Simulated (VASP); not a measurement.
# MoS2 in VASP: notebook, part 2 of 2

VASP 6.6.1. The steps go on from the part before.

## (3) Phonons, PBE

Input file POSCAR:

```
MoS2
1.0
    3.1600000000      0.0000000000      0.0000000000
   -1.5800000000      2.7366402760      0.0000000000
    0.0000000000      0.0000000000     20.0000000000
  Mo              S
     1     2
Direct
     0.3333333332999970    0.6666666667000030    0.5000000000000000
     0.6666666667000030    0.3333333332999970    0.5784906813796732
     0.6666666667000030    0.3333333332999970    0.4215093186203268
```

Input file INCAR.step1:

```
SYSTEM = MoS2
PREC = Accurate ; ENCUT = 600
EDIFF = 1E-8 ; ISMEAR = -1
SIGMA = 0.05 ; LREAL = .False.
LASPH = .True. ; NELM = 60
ALGO = Normal ; ISIF = 2
LWAVE = .False. ; LCHARG = .False.
GGA = PE ; IBRION = 2
NSW = 40 ; EDIFFG = -0.002
```

Input file INCAR.step2:

```
SYSTEM = MoS2
PREC = Accurate ; ENCUT = 600
EDIFF = 1E-8 ; ISMEAR = -1
SIGMA = 0.05 ; LREAL = .False.
LASPH = .True. ; NELM = 60
ALGO = Normal ; ISIF = 2
LWAVE = .False. ; LCHARG = .False.
GGA = PE ; IBRION = 6
NFREE = 2 ; POTIM = 0.015
NSW = 1
```

Input file KPOINTS:

```
Automatic mesh
0
Gamma
  12 12 1
  0 0 0
```

Potentials or basis: VASP PAW PBE potentials, release 64 (Mo_sv, S).

The run is started by

```
$ cat potpaw_PBE.64/Mo_sv/POTCAR potpaw_PBE.64/S/POTCAR > POTCAR
$ cp INCAR.step1 INCAR
$ mpirun -np 1 vasp_std > vasp.out
$ cp CONTCAR POSCAR
$ cp INCAR.step2 INCAR
$ mpirun -np 1 vasp_std > vasp.out
```

OUTCAR:

```text
SYSTEM = MoS2
   PREC = Accurate
   ENCUT = 600
   EDIFF = 1E-8
   ISMEAR = -1
   LREAL = .False.
   LASPH = .True.
   NELM = 60
   ISIF = 2
   GGA = PE
   IBRION = 6
   NFREE = 2
   POTIM = 0.015
   NSW = 1

 ion  position               nearest neighbor table
   1  0.333  0.667  0.500-   2 2.41   3 2.41   2 2.41   3 2.41   2 2.41   3 2.41
   2  0.667  0.333  0.579-   1 2.41   1 2.41   1 2.41
   3  0.667  0.333  0.421-   1 2.41   1 2.41   1 2.41

  LATTYP: Found a hexagonal cell.
 ALAT       =     3.1600000000
 C/A-ratio  =     6.3291139241

  Lattice vectors:

 A1 = (   3.1600000000,   0.0000000000,   0.0000000000)
 A2 = (  -1.5800000000,   2.7366402760,   0.0000000000)
 A3 = (   0.0000000000,   0.0000000000,  20.0000000000)

Analysis of symmetry for initial positions (statically):
=====================================================================
 Subroutine PRICEL returns:
 Original cell was already a primitive cell.

 Routine SETGRP: Setting up the symmetry group for a
 hexagonal supercell.

 Subroutine GETGRP returns: Found 12 space group operations
 (whereof 12 operations were pure point group operations)
 out of a pool of 24 trial point group operations.

The static configuration has the point symmetry D_3h.

Analysis of symmetry for dynamics (positions and initial velocities):
=====================================================================
 Subroutine PRICEL returns:
 Original cell was already a primitive cell.

 Routine SETGRP: Setting up the symmetry group for a
 hexagonal supercell.

 Subroutine GETGRP returns: Found 12 space group operations
 (whereof 12 operations were pure point group operations)
 out of a pool of 24 trial point group operations.

The dynamic configuration has the point symmetry D_3h.

 Subroutine INISYM returns: Found 12 space group operations
 (whereof 12 operations are pure point group operations),
 and found     1 'primitive' translations

----------------------------------------------------------------------------------------

                                     Primitive cell

  volume of cell :     172.9557

  direct lattice vectors                    reciprocal lattice vectors
     3.160000000  0.000000000  0.000000000     0.316455696  0.182705781  0.000000000
    -1.580000000  2.736640276  0.000000000     0.000000000  0.365411563  0.000000000
     0.000000000  0.000000000 20.000000000     0.000000000  0.000000000  0.050000000

  length of vectors
     3.160000000  3.160000000 20.000000000     0.365411563  0.365411563  0.050000000

  position of ions in fractional coordinates (direct lattice)
     0.333333333  0.666666667  0.500000000
     0.666666667  0.333333333  0.578511649
[... 80 lines left out ...]
   ISYM   =      2    0-nonsym 1-usesym 2-fastsym
   POTIM  = 0.0150    time-step for ionic-motion
   TEBEG  =    0.0;   TEEND  =   0.0 temperature during run
   PSTRESS=    0.0 pullay stress
   NELECT =      26.0000    total number of electrons
   NUPDOWN=      -1.0000    fix difference up-down
   EMIN   =  10.00;   EMAX   =-10.00  energy-range for DOS
   EFERMI =   0.00;   METHOD = LEGACY
   ISMEAR =    -1;   SIGMA  =   0.05  broadening in eV -4-tet -1-fermi 0-gaus
   EFERMI_NEDOS =   21; number of points for ismear=-14 and -15
   IALGO  =     38    algorithm
   IMIX   =      4    mixing-type and parameters
     AMIX     =   0.40;   BMIX     =  1.00
     AMIX_MAG =   1.60;   BMIX_MAG =  1.00
  volume/ion in A,a.u.               =      57.65       389.05
  Fermi-wavevector in a.u.,A,eV,Ry     =   0.870471  1.644952 10.309405  0.757720
  Thomas-Fermi vector in A             =   1.989441
   LORBIT       =      0    0 simple, 1 ext, 2 COOP (PROOUT), +10 PAW based schemes
   GGA     = PE    functional components
   LHFCALC =     F    Hartree Fock is set to
   AEXX    =    0.0000 exact exchange contribution
   IVDW    =     0    specifies the selected vdW correction
   LEPSILON=     F    determine dielectric tensor
   LRPA    =     F    only Hartree local field effects (RPA)
 finite differences with symmetry
 non-spin polarized calculation
  energy-cutoff  :      600.00
  volume of cell :      172.96
 maximum number of plane-waves:      5815
 NGX is ok and might be reduce to    28
   NGX = 13   NGY = 13   NGZ = 79

--------------------------------------- Ionic step        1  -------------------------------------------

 number of electron      26.0000001 magnetization

 Free energy of the ion-electron system (eV)
  ---------------------------------------------------
  ext. energy  EPLUGINS =         0.00000000
  ---------------------------------------------------
  free energy    TOTEN  =       -21.84806211 eV

  energy without entropy =      -21.84806210  energy(sigma->0) =      -21.84806211

------------------------ aborting loop because EDIFF is reached ----------------------------------------

  FORCE on cell =-STRESS in cart. coord.  units (eV):
  Direction    XX          YY          ZZ          XY          YZ          ZX
  --------------------------------------------------------------------------------------
  -------------------------------------------------------------------------------------
  Total        0.6857377      0.6857377     -0.0183503     -0.0000000     -0.0000000      0.0000000
  in kB        6.3523416      6.3523416     -0.1699882     -0.0000000     -0.0000000      0.0000000
  external PRESSURE =       4.1782317 kB  Pullay stress =       0.0000000 kB
[... 283 lines left out ...]
--------------------------------------- Ionic step        9  -------------------------------------------

 number of electron      26.0000000 magnetization

 Free energy of the ion-electron system (eV)
  ---------------------------------------------------
  ext. energy  EPLUGINS =         0.00000000
  ---------------------------------------------------
  free energy    TOTEN  =       -21.84613794 eV

  energy without entropy =      -21.84613794  energy(sigma->0) =      -21.84613794

 E-fermi :  -1.0775     XC(G=0):  -3.8422

 val. band max:       -1.9662417221   @ k =   0.3333   0.3333   0.0000
 cond. band min:      -0.2116431941   @ k =   0.3333   0.3333   0.0000
 fundamental gap:      1.7545985281
 Fermi energy:        -1.0774870405

 k-point     1 :       0.0000    0.0000    0.0000
  band No.  band energies     occupation
      1     -62.7990      2.00000
      2     -36.9561      2.00000
      3     -36.7260      2.00000
      4     -36.7260      2.00000
      5     -16.1129      2.00000
      6     -14.7987      2.00000
[... 399 lines left out ...]
  FREE ENERGIE OF THE ION-ELECTRON SYSTEM (eV)
  ---------------------------------------------------
  free  energy   TOTEN  =       -21.8461379443 eV

  energy  without entropy=      -21.8461379424  energy(sigma->0) =      -21.84613794

 INTERNAL STRAIN TENSORS FROM DISPLACED ATOMS
 ============================================

 INTERNAL STRAIN TENSOR FOR ION    1 for displacements in x,y,z  (eV/Angst):
          X           Y           Z          XY          YZ          ZX
  --------------------------------------------------------------------------------
  x     0.00000     0.00000     0.00000    -6.21275     0.00000     0.00000
  y    -6.21275     6.21275     0.00000     0.00000     0.00000     0.00000
  z     0.00000     0.00000     0.00000     0.00000    -0.00000     0.00000

 INTERNAL STRAIN TENSOR FOR ION    3 for displacements in x,y,z  (eV/Angst):
          X           Y           Z          XY          YZ          ZX
  --------------------------------------------------------------------------------
  x     0.00000     0.00000     0.00000     3.10646    -0.00000    14.35046
  y     3.10646    -3.10646     0.00000    -0.00000    14.35046     0.00000
  z     9.97386     9.97386    29.26010    -0.00000     0.00000     0.00000

 Eigenvectors and eigenvalues of the dynamical matrix
 ----------------------------------------------------

   1 f  =   13.845591 THz    86.994415 2PiTHz  461.839208 cm-1    57.260738 meV
             X         Y         Z           dx          dy          dz
     -0.000000  1.824427 10.000000     0.000000    0.000000   -0.633006
      1.580000  0.912213 11.570233     0.000000   -0.000000    0.547404
      1.580000  0.912213  8.429767     0.000000   -0.000000    0.547404
[... 43 lines left out ...]
   9 f/i=    0.000735 THz     0.004619 2PiTHz    0.024520 cm-1     0.003040 meV
             X         Y         Z           dx          dy          dz
     -0.000000  1.824427 10.000000    -0.000000   -0.000000    0.774147
      1.580000  0.912213 11.570233    -0.000000   -0.000000    0.447603
      1.580000  0.912213  8.429767    -0.000000   -0.000000    0.447603

 ELASTIC MODULI CONTR FROM IONIC RELAXATION (kBar)
 Direction    XX          YY          ZZ          XY          YZ          ZX
 --------------------------------------------------------------------------------
 XX        -116.6349    -81.0096   -289.9128     -0.0000      0.0000     -0.0000
 YY         -81.0096   -116.6349   -289.9128      0.0000     -0.0000      0.0000
 ZZ        -289.9128   -289.9128   -850.5111      0.0000      0.0000     -0.0000
 XY          -0.0000      0.0000      0.0000    -17.8126     -0.0000     -0.0000
 YZ           0.0000     -0.0000      0.0000     -0.0000   -417.3842     -0.0000
 ZX          -0.0000      0.0000     -0.0000     -0.0000     -0.0000   -417.3840
 --------------------------------------------------------------------------------
```

Run time: 22 min. Hardware: 1 thread of Intel Xeon Platinum 8488C (Sapphire Rapids), shared host; peak memory 0.66 GiB.

What came out:

| Property | Result |
| --- | --- |
| Highest phonon frequency at Γ, LO-TO splitting left out | 462 cm⁻¹ |

Phonon frequencies in cm⁻¹ (negative: imaginary):
| q point | frequencies |
| --- | --- |
| (0.000, 0.000, 0.000) | 0 0 0 278 278 377 377 398 462 |
